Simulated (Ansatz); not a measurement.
I need a calculation of the elastic constants of KNbO3, space group P4mm. Use Ansatz's Python interface. Level of theory: PBE, PAW, cutoff 510 eV, 6×6×6 k-points, fixed occupations.

```
K Nb O
1.0
     3.99600    0.00000    0.00000
     0.00000    3.99600    0.00000
     0.00000    0.00000    4.06300
K Nb O
1 1 3
Direct
  0.00000 0.00000 0.01800
  0.50000 0.50000 0.50000
  0.50000 0.50000 0.04400
  0.50000 0.00000 0.54000
  0.00000 0.50000 0.54000
```

Script `knbo3_elastic.py`:
```python
import warnings

import ansatz as az
import numpy as np

warnings.simplefilter('ignore', az.DeckWarning)

vectors = np.array([
    [3.996, 0.0, 0.0],
    [0.0, 3.996, 0.0],
    [0.0, 0.0, 4.063],
])
system = (
    az.Lattice.of(vectors)
    .atom('K', (0.0, 0.0, 0.018))
    .atom('Nb', (0.5, 0.5, 0.5))
    .atom('O', (0.5, 0.5, 0.044))
    .atom('O', (0.5, 0.0, 0.54))
    .atom('O', (0.0, 0.5, 0.54))
)

job = (
    system.calculation()
    .functional('pbe')
    .occupations('Fixed')
    .pseudopotentials('paw')
    .scf(tolerance=1e-10)
    .basis(510)
    .kpoints(6, 6, 6)
)
outcome = job.elastic('clamped-ion').run()
elastic = outcome.elastic

print(np.array2string(np.round(elastic.c_gpa, 1) + 0.0, suppress_small=True))
print('Voigt stress of the unstrained cell (GPa, tension positive):', np.round(elastic.sigma0_gpa, 3) + 0.0)
print('smallest eigenvalue of C:', round(elastic.stability.min_eigenvalue_gpa, 1), 'GPa; tensor positive definite:', elastic.stability.min_eigenvalue_gpa > 0)
if elastic.stability.min_eigenvalue_gpa > 0:
    m = elastic.moduli
    print(f'K = {m.k_hill_gpa:.1f}, G = {m.g_hill_gpa:.1f}, E = {m.youngs_gpa:.1f} GPa, Poisson ratio {m.poisson:.3f}, K/G = {m.k_hill_gpa / m.g_hill_gpa:.2f}')
```

Running `python knbo3_elastic.py` prints:
```text
[[389.2  78.1  80.5   0.    0.    0. ]
 [ 78.1 389.2  80.5   0.    0.    0. ]
 [ 83.2  83.2 404.7   0.    0.    0. ]
 [  0.    0.    0.   87.7   0.    0. ]
 [  0.    0.    0.    0.   87.7   0. ]
 [  0.    0.    0.    0.    0.   93.7]]
Voigt stress of the unstrained cell (GPa, tension positive): [-2.407 -2.407 -5.116  0.     0.     0.   ]
smallest eigenvalue of C: 87.7 GPa; tensor positive definite: True
K = 185.1, G = 112.3, E = 280.3 GPa, Poisson ratio 0.248, K/G = 1.65
```

Reading the output:
- Spin is left out of this run.
- With fixed filling the reported Fermi level is the top filled level among the k-points of the SCF.
- A positive definite tensor excludes instabilities under uniform strain alone; phonons elsewhere in the zone can still be imaginary.
- The cell stands under 3.3 GPa at these settings.
- The cell stands under an uneven stress, so these stress-strain coefficients aren't symmetric, and eigenvalues smaller than that stress decide nothing.
- These are clamped-ion constants: where atoms have free coordinates under strain, the relaxed-ion ones can be far smaller or negative, so this tensor doesn't settle whether the crystal is stable.
- The structure is a deposited one; some such entries were measured under pressure or heat, so a shift against it needn't be the functional's error alone.
- The constants belong to the cell that was strained; where it wasn't relaxed first it may be under stress.
- Wall time of the script: 110 s on 1 thread of Arm Neoverse V2, with other jobs on the host, peak memory 0.49 GiB.
